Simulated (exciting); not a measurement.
# Mo (P-1) in exciting: reference runs

How does Mo come out in PBEsol? The cell is run as given.

Everything below comes from runs of exciting (release sodium). Logs are shortened: lines on timing, memory, paths and dates and some standing lists are left out, and cuts for length are marked.

## Step 1: The structure

The typed cell holds 1 atom: a = 2.825 Å, b = 2.722 Å, c = 2.538 Å, α = 89.36°, β = 92.00°, γ = 122.00°.

This isn't the form of Mo at room conditions, which is bcc.

## Step 2: Single point, PBEsol

Input file input.xml:

```xml
<input>
  <title>Mo</title>
  <structure speciespath="./" tshift="false">
    <crystal scale="1">
      <basevect>5.337494967291 -0.034112655700 -0.091388856140</basevect>
      <basevect>-2.698289912303 4.379527561373 0.027499804792</basevect>
      <basevect>-0.085364333666 -0.019624371167 4.794860356269</basevect>
    </crystal>
    <species speciesfile="Mo.xml" rmt="2.3">
      <atom coord="0.000000000000 0.000000000000 0.500000000000"/>
    </species>
  </structure>
  <groundstate do="fromscratch" ngridk="11 11 10" rgkmax="9" gmaxvr="14" lmaxapw="10" lmaxmat="10" lmaxvr="8" xctype="GGA_PBE_SOL" stype="Fermi Dirac" swidth="0.00183747" nempty="12" ValenceRelativity="iora*" epsengy="1e-05" epspot="1e-05" maxscl="60" tforce="true" outputlevel="normal"/>
</input>
```

Potentials or basis: all-electron LAPW+lo, shipped species files, valence relativity iora*.

On the command line:

```console
$ OMP_NUM_THREADS=1 exciting_smp
```

INFO.OUT:

```text
================================================================================
EXCITING SODIUM started
[... 10 lines left out ...]

 Lattice vectors (cartesian) :
      5.3374949673     -0.0341126557     -0.0913888561
     -2.6982899123      4.3795275614      0.0274998048
     -0.0853643337     -0.0196243712      4.7948603563

 Reciprocal lattice vectors (cartesian) :
      1.1822444258      0.7282469140      0.0240284152
      0.0093093719      1.4403695217      0.0060608719
      0.0224798955      0.0056193027      1.3108232768

 Unit cell volume                           :     111.6058556787
 Brillouin zone volume                      :       2.2225555454

 Species :    1 (Mo)
     parameters loaded from                 :    Mo.xml
     name                                   :    molybdenum
     nuclear charge                         :     -42.00000000
     electronic charge                      :      42.00000000
     atomic mass                            :  174887.92120000
     muffin-tin radius                      :       2.30000000
     # of radial points in muffin-tin       :     400

     atomic positions (lattice) :
       1 :   0.00000000  0.00000000  0.50000000

 Total number of atoms per unit cell        :       1

 Spin treatment                             :    spin-unpolarised

 Number of Bravais lattice symmetries       :       2
 Number of crystal symmetries               :       2

 k-point grid                               :      11   11   10
 Total number of k-points                   :     606
 k-point set is reduced with crystal symmetries

 R^MT_min * |G+k|_max (rgkmax)              :       9.00000000
 Species with R^MT_min                      :       1 (Mo)
 Maximum |G+k| for APW functions            :       3.91304348
 Maximum |G| for potential and density      :      14.00000000

 G-vector grid sizes                        :      24    24    24
 Total number of G-vectors                  :    5193

 Maximum angular momentum used for
     APW functions                          :      10
     computing H and O matrix elements      :      10
     potential and density                  :       8
     inner part of muffin-tin               :       2

 Total nuclear charge                       :     -42.00000000
 Total electronic charge                    :      42.00000000
 Total core charge                          :      28.00000000
 Total valence charge                       :      14.00000000

 Number of empty states                     :      12
 Total number of valence states             :      20

 Maximum Hamiltonian size                   :     134
 Maximum number of plane-waves              :     121
 Total number of local-orbitals             :      13

 Exchange-correlation type                  :      22
     PBEsol, Phys. Rev. Lett. 100, 136406 (2008)
     Generalised gradient approximation (GGA)

[... 20 lines left out ...]
+ SCF iteration number :    1                                                  +
++++++++++++++++++++++++++++++++++++++++++++++++++++++++++++++++++++++++++++++++
 Total energy                               :     -4039.75253186
 _______________________________________________________________
 Fermi energy                               :         0.49884094
 Kinetic energy                             :      4200.43022740
 Coulomb energy                             :     -8118.64898666
 Exchange energy                            :      -119.04550450
 Correlation energy                         :        -2.48826810

 DOS at Fermi energy (states/Ha/cell)       :        22.55479746

 Electron charges :
     core                                   :        28.00000000
     core leakage                           :         0.00000363
     valence                                :        14.00000000
     interstitial                           :         2.48989446
     charge in muffin-tin spheres :
                  atom     1    Mo          :        39.51010554
     total charge in muffin-tins            :        39.51010554
     total charge                           :        42.00000000

++++++++++++++++++++++++++++++++++++++++++++++++++++++++++++++++++++++++++++++++
+ SCF iteration number :    2                                                  +
++++++++++++++++++++++++++++++++++++++++++++++++++++++++++++++++++++++++++++++++
 Total energy                               :     -4044.05304174
 _______________________________________________________________
 Fermi energy                               :         0.48678489
 Kinetic energy                             :      4197.93829201
 Coulomb energy                             :     -8120.35204142
 Exchange energy                            :      -119.15088783
 Correlation energy                         :        -2.48840449

 DOS at Fermi energy (states/Ha/cell)       :        22.81983769

 Electron charges :
     core                                   :        28.00000000
     core leakage                           :         0.00000350
     valence                                :        14.00000000
     interstitial                           :         2.40320460
     charge in muffin-tin spheres :
                  atom     1    Mo          :        39.59679540
     total charge in muffin-tins            :        39.59679540
     total charge                           :        42.00000000

 RMS change in effective potential (target) :  0.444057E-01  ( 0.100000E-04)
 Absolute change in total energy   (target) :   4.30051      ( 0.100000E-04)
 Charge distance                   (target) :  0.502600E-02  ( 0.100000E-04)
 Abs. change in max-nonIBS-force   (target) :   0.00000      ( 0.500000E-04)

++++++++++++++++++++++++++++++++++++++++++++++++++++++++++++++++++++++++++++++++
+ SCF iteration number :    3                                                  +
++++++++++++++++++++++++++++++++++++++++++++++++++++++++++++++++++++++++++++++++
 Total energy                               :     -4046.24112170
 _______________________________________________________________
 Fermi energy                               :         0.48001276
 Kinetic energy                             :      4196.60566002
 Coulomb energy                             :     -8121.15252291
 Exchange energy                            :      -119.20580565
 Correlation energy                         :        -2.48845317

 DOS at Fermi energy (states/Ha/cell)       :        23.35178525

 Electron charges :
     core                                   :        28.00000000
     core leakage                           :         0.00000345
     valence                                :        14.00000000
     interstitial                           :         2.35424994
     charge in muffin-tin spheres :
                  atom     1    Mo          :        39.64575006
     total charge in muffin-tins            :        39.64575006
     total charge                           :        42.00000000
[... 241 lines left out ...]
 DOS at Fermi energy (states/Ha/cell)       :        23.52793249

 Electron charges :
     core                                   :        28.00000000
     core leakage                           :         0.00000344
     valence                                :        14.00000000
     interstitial                           :         2.31089974
     charge in muffin-tin spheres :
                  atom     1    Mo          :        39.68910026
     total charge in muffin-tins            :        39.68910026
     total charge                           :        42.00000000

 RMS change in effective potential (target) :  0.714692E-08  ( 0.100000E-04)
 Absolute change in total energy   (target) :  0.883759E-05  ( 0.100000E-04)
 Charge distance                   (target) :  0.779465E-08  ( 0.100000E-04)
 Abs. change in max-nonIBS-force   (target) :   0.00000      ( 0.500000E-04)

++++++++++++++++++++++++++++++++++++++++++++++++++++++++++++++++++++++++++++++++
+ SCF iteration number :   13                                                  +
++++++++++++++++++++++++++++++++++++++++++++++++++++++++++++++++++++++++++++++++
 Total energy                               :     -4047.40584421
 _______________________________________________________________
 Fermi energy                               :         0.47471156
 Kinetic energy                             :      4195.69830799
 Coulomb energy                             :     -8121.37647870
 Exchange energy                            :      -119.23925381
 Correlation energy                         :        -2.48841969

 DOS at Fermi energy (states/Ha/cell)       :        23.52793221

 Electron charges :
     core                                   :        28.00000000
     core leakage                           :         0.00000344
     valence                                :        14.00000000
     interstitial                           :         2.31089975
     charge in muffin-tin spheres :
                  atom     1    Mo          :        39.68910025
     total charge in muffin-tins            :        39.68910025
     total charge                           :        42.00000000

 RMS change in effective potential (target) :  0.284572E-08  ( 0.100000E-04)
 Absolute change in total energy   (target) :  0.785917E-06  ( 0.100000E-04)
 Charge distance                   (target) :  0.128017E-08  ( 0.100000E-04)
 Abs. change in max-nonIBS-force   (target) :   0.00000      ( 0.500000E-04)

++++++++++++++++++++++++++++++++++++++++++++++++++++++++++++++++++++++++++++++++
| Convergency criteria checked for the last 2 iterations                       +
| Convergence targets achieved. Performing final SCF iteration                 +
++++++++++++++++++++++++++++++++++++++++++++++++++++++++++++++++++++++++++++++++
 Total energy                               :     -4047.40584381
 _______________________________________________________________
 Fermi energy                               :         0.47471156
 Kinetic energy                             :      4195.69830812
 Coulomb energy                             :     -8121.37647844
 Exchange energy                            :      -119.23925380
 Correlation energy                         :        -2.48841969

 DOS at Fermi energy (states/Ha/cell)       :        23.52793214

 Electron charges :
     core                                   :        28.00000000
     core leakage                           :         0.00000344
     valence                                :        14.00000000
     interstitial                           :         2.31089975
     charge in muffin-tin spheres :
                  atom     1    Mo          :        39.68910025
     total charge in muffin-tins            :        39.68910025
     total charge                           :        42.00000000

++++++++++++++++++++++++++++++++++++++++++++++++++++++++++++++++++++++++++++++++
+ Self-consistent loop stopped                                                 +
++++++++++++++++++++++++++++++++++++++++++++++++++++++++++++++++++++++++++++++++
 STATE.OUT is written

--------------------------------------------------------------------------------
- Writing atomic positions and forces                                          -
--------------------------------------------------------------------------------

 Atomic positions (lattice) :
 atom     1  Mo  :     0.00000000    0.00000000    0.50000000

 Total atomic forces including IBS (cartesian) :
 atom     1  Mo  :     0.00000000    0.00000000    0.00000000

 Atomic force components including IBS (cartesian) :
 atom     1  Mo  :     0.00000000    0.00000000    0.00000000   HF force
                 :     0.00000000    0.00000000    0.00000000   core correction
                 :     0.00000000    0.00000000    0.00000000   IBS correction

********************************************************************************
[... 7 lines left out ...]
| EXCITING SODIUM stopped                                                      =
================================================================================
```

Run time: 2.4 min. Hardware: 1 thread of Arm Neoverse V1, shared host; peak memory 0.1 GiB.

Results:

```yaml
Free_energy: -110135.5308 eV
Band_gap_on_the_k_mesh: none (metal or under the smearing width)
All_electrons_inside_the_program's_atomic_spheres: Mo 39.69 (radii Mo 2.3 bohr)
```

Levels at points of the mesh, in eV from the Fermi level:
| k point | band 4 | band 5 | band 6 | band 7 | band 8 | band 9 | band 10 | band 11 |
| --- | --- | --- | --- | --- | --- | --- | --- | --- |
| (0.00, 0.00, 0.00) | -34.20 | -6.89 | -4.40 | -1.64 | -0.35 | 3.97 | 4.20 | 12.79 |
| (0.00, 0.00, 0.50) | -34.12 | -3.77 | -0.76 | 0.04 | 0.37 | 0.58 | 0.82 | 10.30 |

Caveat: the log's total energy holds no entropy term; the free energy is that total less TS from the occupations.
